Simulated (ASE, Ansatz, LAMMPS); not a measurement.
# Bare Al-Cu alloy nanowire along [110] (74 atoms): support functions against a reference, part 2 of 2

Wanted: errors and times of a linear-scaling basis for bare Al-Cu alloy nanowire along [110] (74 atoms). A setting counts as converged where the r.m.s. difference of forces stays under 1 % of the r.m.s. force.

Ansatz 0.2.0; Kohn-Sham DFT, PBE, PAW (set soft_2), plane waves.

The cell: 37 Cu and 37 Al. The cell is under 6 Å thick along one periodic direction. The host structure and its lattice constant were typed by rule, without a check against the phase diagram. Beside vacuum, support functions can miss their usual error bounds without a warning.

So far: Starting point; Making the structure; Plane-wave single point.

## 3. Plane-wave single point (continued)

Electrostatic potential energy in the cb plane at fractional x = 0.500, with atoms of Al and Cu within 0.2 Å of it. With pseudopotentials it is smooth inside the atoms' cores, unlike the true potential.

Values in eV, 24 rows by 15 columns, each cell a mean:
```
  6   6   6   6   6   6   6   6   6   6   6   6   6   6   6
  6   6   6   6   6   6   6   6   6   6   6   6   6   6   6
  5   5   5   5   6   6   6   6   6   6   6   6   6   5   5
 -4  -4  -1   2   4   4   3   0  -1   1   3   4   4   2  -2
 -8 -10 -15  -7   0  -3 -25 -42 -44 -40 -14   0  -1 -10 -15
 -8  -7  -4   1   3   2  -4 -13 -16 -11  -1   2   2  -1  -6
-32 -31 -19  -3   2  -1  -9 -11 -10 -11  -9  -1   1  -6 -23
-32 -30 -19  -3   1  -2 -10 -11 -10 -12  -9  -1   1  -6 -23
 -8  -7  -4   0   2   1  -3  -7  -8  -6  -2   2   2  -1  -5
 -8 -10 -15  -7  -1  -5 -15 -12  -8 -13 -13  -4  -3 -11 -15
 -6  -5  -2   1   3   2  -1  -5  -6  -4   0   2   2   0  -3
-10 -11 -12  -5   1  -1 -18 -33 -36 -32 -11   0   0  -7 -13
-10 -11 -10  -3   1   0 -11 -24 -27 -22  -6   1   0  -5 -11
-13 -12  -4   1   3   1  -4  -8  -8  -7  -3   1   2   0  -7
-45 -44 -31  -6   0  -5 -15 -11  -8 -13 -13  -3   0 -12 -38
 -7  -6  -1   2   3   2  -1  -5  -7  -5   0   2   3   1  -3
 -9 -11 -13  -6  -1  -5 -13 -11  -9 -13 -11  -3  -2  -9 -13
-10 -10  -8  -2   1  -1  -7 -10 -10 -10  -5   0   1  -4 -10
 -9  -9  -6   0   2   1 -10 -22 -24 -18  -3   2   2  -3  -8
 -9 -11 -14  -5   1  -2 -20 -35 -38 -32  -9   1  -1 -10 -14
 -1  -1   2   4   5   5   4   3   3   3   4   5   4   3   0
  5   5   5   5   6   6   6   6   6   6   6   6   6   5   5
  6   6   6   6   6   6   6   6   6   6   6   6   6   6   6
  6   6   6   6   6   6   6   6   6   6   6   6   6   6   6
```
Columns run along c (5.3 Å; values clipped at the 3rd and 97th percentile), rows up along b (26.2 Å). Atoms in or near the plane, at fractional coordinates: Al at (0.03, 0.19), Cu at (0.53, 0.20), Al at (0.04, 0.29), Al at (0.54, 0.30), Cu at (0.04, 0.40), Al at (0.54, 0.40), Al at (0.04, 0.50), Cu at (0.54, 0.50), Al at (0.04, 0.60), Al at (0.54, 0.60), Cu at (0.04, 0.70), Al at (0.55, 0.70), Al at (0.04, 0.80), Cu at (0.54, 0.80).

Forces differ by site in this geometry: Cu atoms with 7 neighbours bear 0.55 eV/Å on average, against 0.31 eV/Å for those with 12. Within 0.4 eV of the Fermi level the largest share is Al p (54 % of the projected weight).

## 4. Structure statistics

Bonds and neighbours are counted at the geometry of the runs.

Normalised to the volume that the atoms fill. g(r), total and by pair (bins of 0.1 Å):

```csv
r (Å),total,Al-Al,Al-Cu,Cu-Cu
2.45,0.00,0.00,0.00,0.00
2.55,2.57,0.00,0.93,8.43
2.65,11.00,7.57,13.60,9.23
2.75,5.98,10.40,5.85,1.86
2.85,0.53,0.96,0.57,0.00
2.95,0.00,0.00,0.00,0.00
3.05,0.00,0.00,0.00,0.00
3.15,0.00,0.00,0.00,0.00
3.25,0.00,0.00,0.00,0.00
3.35,0.00,0.00,0.00,0.00
3.45,0.06,0.00,0.06,0.13
3.55,0.12,0.00,0.24,0.00
3.65,0.66,0.00,0.97,0.69
3.75,1.93,2.17,1.64,2.29
3.85,1.30,1.36,1.45,0.94
3.95,0.32,0.40,0.35,0.20
4.05,0.12,0.28,0.09,0.00
4.15,0.00,0.00,0.00,0.00
4.25,0.02,0.00,0.00,0.08
4.35,0.12,0.00,0.04,0.40
4.45,0.50,0.00,0.54,0.93
4.55,2.67,0.74,2.78,4.37
4.65,5.56,6.37,5.90,4.06
4.75,1.85,2.94,1.78,0.89
4.85,0.34,0.85,0.26,0.00
4.95,0.02,0.00,0.03,0.00
5.05,0.04,0.00,0.00,0.18
5.15,0.16,0.00,0.06,0.52
5.25,0.57,0.44,0.47,0.89
5.35,2.18,3.34,0.99,3.40
5.45,0.89,1.03,1.01,0.52
5.55,0.22,0.70,0.10,0.00
5.65,0.07,0.00,0.12,0.05
5.75,0.10,0.00,0.12,0.18
5.85,0.77,0.22,0.78,1.30
5.95,2.74,2.72,2.64,2.95
6.05,1.58,2.06,1.68,0.89
6.15,0.44,0.49,0.51,0.24
6.25,0.16,0.27,0.16,0.04
6.35,0.11,0.08,0.15,0.08
6.45,0.28,0.07,0.39,0.26
6.55,0.56,0.28,0.75,0.47
6.65,0.48,0.73,0.40,0.38
6.75,0.14,0.14,0.17,0.07
```

Neighbours by pair of elements; one cutoff, the widest of the pairs' first minima of g(r), serves all pairs of this metal:

```csv
pair A-B,cutoff (Å),bonds,mean length (Å),spread (Å),shortest (Å),B about A,A about B
Al-Al,3.18,91,2.72,0.051,2.60,4.92,4.92
Al-Cu,3.18,196,2.68,0.053,2.56,5.30,5.30
Cu-Cu,3.18,87,2.62,0.056,2.50,4.70,4.70
```

How many atoms have how many bonded neighbours:

```csv
element,mean,7,8,9,12
Al,10.2,6,3,8,20
Cu,10,6,5,8,18
```

Bond length by coordination (bonds to H left out):

```csv
element,coordination,atoms,mean bond length (Å)
Al,7,6,2.69
Al,8,3,2.70
Al,9,8,2.71
Al,12,20,2.70
Cu,7,6,2.63
Cu,8,5,2.64
Cu,9,8,2.65
Cu,12,18,2.66
```

By these cutoffs 54 % of Al atoms have 12 and 49 % of Cu atoms have 12 bonded neighbours.

The surroundings of Al35, which bears the longest force, nearest first, numbered as they follow in the input and with coordinates relative to it.

```csv
atom,x,y,z,distance (Å),bonds,Fx,Fy,Fz (eV/Å)
Al35,0.00,0.00,0.00,0.00,12,0.10,0.71,-0.09
Cu39,-0.01,2.65,0.01,2.65,12,0.15,0.11,0.08
Al37,0.00,0.03,-2.65,2.65,12,0.13,-0.40,0.10
Cu34,1.96,-1.18,-1.34,2.65,9,-0.17,-0.05,-0.07
Al37,0.00,0.03,2.67,2.67,12,0.13,-0.40,0.10
Cu14,-1.93,1.31,-1.31,2.67,12,0.10,0.22,-0.21
Al31,0.16,-2.67,-0.03,2.68,7,0.31,-0.10,0.02
Cu12,-1.91,1.36,1.32,2.69,12,0.02,-0.01,0.20
Cu32,1.98,-1.29,1.30,2.69,9,-0.12,0.28,0.09
Cu38,1.94,1.40,-1.29,2.71,12,-0.24,0.06,-0.29
Al36,1.96,1.34,1.34,2.73,12,0.16,-0.09,-0.51
Al9,-1.96,-1.41,1.32,2.75,9,-0.17,-0.04,-0.07
Al10,-1.97,-1.44,-1.33,2.78,9,-0.10,-0.02,0.05
```

The column of bonds counts only the pairs Al-Al within 3.18 Å, Al-Cu within 3.18 Å, Cu-Cu within 3.18 Å; other neighbours, such as metal atoms beside each other in a compound, aren't counted, and periodic images can show an atom twice.

## 5. Support functions medium

The cell is solved in localised support functions.

This step: Kohn-Sham DFT, PBE, PAW (set soft_2), localised support functions (medium) (Ansatz 0.2.0).

The input, input.yaml:

```yaml
crystal:
  lattice:
    - [21.15, 0.0, 0.0]
    - [0.0, 26.18269, 0.0]
    - [0.0, 0.0, 5.31976]
  atoms:
    [... the 74 atom lines of step 3 ...]
kpoints:
  mp_grid: { grid: [1, 1, 4] }
hamiltonian:
  xc: pbe
scf:
  occupations: { method: fermi_dirac, width: 0.1 }
  eigensolver: { kind: { support_functions: { accuracy: medium } } }
  mixing: { beta: 0.2 }
  max_iter: 150
output:
  forces: true
```

Started as:

```bash
ansatz run input.yaml --threads 8 --pin off --max-ram 15872MiB --backend cpu --events-out ev --progress --plain --runs-dir out
```

Numbers of over 12 decimals in the logs are rounded to 6 here.

The program printed:

```text
Warning: scf.eigensolver.kind.support_functions: disabling space-group detection — the functions' gradient is summed over unrotated k-points, so no spatial operation reduces the k-mesh or symmetrises the density; time reversal is kept, so that k and −k are solved as one point where they differ and the mesh holds both, and exact exchange and, on two spinor components, a DFT+U term hold to it where the run has them: [...]
settings of this run that can trade accuracy for cost: scf.eigensolver.kind.support_functions [...]
[...]
Crystal: 74 atoms, lattice volume = 2945.891 Å³
Basis set: ecut = 420 eV, 57525 PW (Γ), exchange–correlation on 288×360×72 points (8 copies of the dense FFT grid, shifted against one another)
Bands: 489, of which v1, the nominal top of the filled ones, is band 407 counted from 1 (406 counted from 0)
Symmetry: 1 space group operations
k-points: 3 of 4 (time reversal used)
[...]
SCF iter   1: F=—  HF=-265036.598849 eV  |F-HF|=—  |Δ(HF+E_count)|=         —  Δρ=1.40e-1  dr2=5.46e2  ethr=1.00e-1
[...]
SCF iter  16: F=—  HF=-265007.736930 eV  |F-HF|=—  |Δ(HF+E_count)|=   1.06e-3  Δρ=6.11e-6  dr2=2.39e-6  ethr=8.63e-10  κ⁻¹=1.8e-5(r=7)
SCF iter  17: F=-265007.736936 eV  HF=-265007.736932 eV  |F-HF|=3.50e-6  |Δ(HF+E_count)|=   2.40e-6  Δρ=4.34e-6  dr2=1.23e-6  ethr=2.93e-10
SCF 1 converged in 17 iterations: F = -265007.757770 eV  dr2 = 1.23e-6
[...]
SCF converged after 17 iterations
Stability not checked: this state was not tested for a lower state beside it, because the mixer in use, unlike msr1, does not test its closes by its own steps (another_mixer; see scf.mixing.algorithm and scf.lower_state_search)
Free energy (F): -265007.757770 eV
[...]
Internal energy: -265006.819084 eV  (E = F + TS)
E sigma→0 (E₀):  -265007.288427 eV
Entropy (-TS):   -0.938686 eV (-12.685 meV/atom)
Fermi energy:    1.375923 eV
[...]
Σ components = -265007.757770   (vs F -265007.757770, Δ=0.00e0)
--- Forces (eV/Å), atoms counted from 1 ---
  atom   1  Cu     0.66152136     0.10263707     0.06628000
  atom   2  Cu     0.59526949     0.08857761    -0.09341987
  atom   3  Cu     0.54405368     0.03360446    -0.00371277
  atom   4  Cu     0.50560377     0.21186168    -0.00175384
[...]
atom  74  Al    -0.04682524     0.16786572    -0.02879262
  max |Σ_I F_I| component: 2.12e-3 eV/Å
--- Band table (eV) ---
[...]
guard bands above this table: 64 of the run's 489 bands (output.publish_guard_bands: true publishes all)
[...]
```

Run time: 41 s. Hardware: 8 threads of AMD EPYC 9R45, shared host; peak memory 4.5 GiB.

The program notes that the band table was not solved further than the SCF left it and it switched symmetry off.

Keys that differ from the reference: support_functions.accuracy = "medium", scf.max_iter = 150 and scf.mixing.beta = 0.2.

Forces differ from the reference by 0.71 meV/Å r.m.s., 0.34 % of their size, within a tolerance of 1 %; the energy by -2.0 meV/atom.

## 6. All settings compared

Each row is set against the plane-wave reference (Kohn-Sham DFT, PBE, PAW (set soft_2), plane waves; r.m.s. force component 0.211 eV/Å). Energies are set beside the reference only for runs with its functional, potentials and electron count. Times are for 8 threads of AMD EPYC 9R45, shared host. The reference's time includes the DOS and grids, which some other runs skip.

```csv
run,"Δ force, r.m.s. (meV/Å)",share of r.m.s. force (%),Δ energy (meV/atom),cycles,time,host memory (GiB)
reference,-,-,-,12,67 s,7.8
support functions medium,0.708,0.336,-1.99,17,41 s,4.5
```

## 7. Results

```
free energy per atom        : -3581.1839 eV/atom
r.m.s. force component      : 0.2106 eV/Å
wall time of the 2 DFT runs : 1.8 min
```

**Reading.** Against plane waves at 420 eV, the forces differ by 0.71 meV/Å (0.34 %) with support functions medium. Differences between support functions and plane waves include what basis error the plane-wave run still has.

31 levels are partly filled, by over 2 % (on the run's k-points), as in a metal. Forces differ by site in this geometry: Cu atoms with 7 neighbours bear 0.55 eV/Å on average, against 0.31 eV/Å for those with 12. With the cutoffs above, 54 % of Al atoms have 12 and 49 % of Cu atoms have 12 bonded neighbours.

What to keep in mind: The geometry was minimised with a classical potential and isn't relaxed at this level: its force components are 0.21 eV/Å r.m.s.

[Logs are printed without paths, hosts, clocks, repeated set-up lines and the standing remarks that a program may print on its own settings, such as how far it seeks lower states.]

[Hosts, paths, dates, database ids (printed as entryN), source tags and the programs' standing remarks are cut or masked in the printed files.]
